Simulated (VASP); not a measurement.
Runs of VASP 6.6.1 on Al. All rows change the cell; the cell of one of them follows. Symmetry: P6_3/mmc, No. 194, hexagonal system. The conventional cell has a = 2.707 Å, b = 2.707 Å, c = 4.867 Å, α = 90.00°, β = 90.00°, γ = 120.00°. Around Al (site symmetry -6m2) lie 12 Al at 2.71 to 2.89 Å. This isn't the form of Al at room conditions, which is fcc.

```csv
cell,gap on the mesh (eV),pressure (GPa)
"strain -0.0375 x Voigt [1, 1, 0, 0, 0, 0], atoms carried along",none,(a)
"strain -0.1500 x Voigt [1, 1, 0, 0, 0, 0], atoms carried along",none,58.9
"strain +0.1125 x Voigt [1, 1, 0, 0, 0, 0], atoms carried along",none,-10.6
"strain +0.1312 x Voigt [1, 1, 0, 0, 0, 0], atoms carried along",none,-11.2
```

Alike in all rows: task single point; level PBEsol; potentials or basis VASP PAW PBE potentials, release 64 (Al); no spin polarisation; k mesh 21 × 21 × 10; cutoff (eV) 520; smearing gaussian 0.15 eV.

Estimate the missing entries.

(a) 6.1.

Caveats: the PAW data sets were made with another functional, which shifts forces and pressure a little (some runs); so large a pressure means that the cell lies far from this level's equilibrium, or that cutoff or potentials fall short (some runs); the potentials were made for another functional, which shifts forces and pressure (some runs).

A gap of «none» marks a metal or a gap under the smearing width.
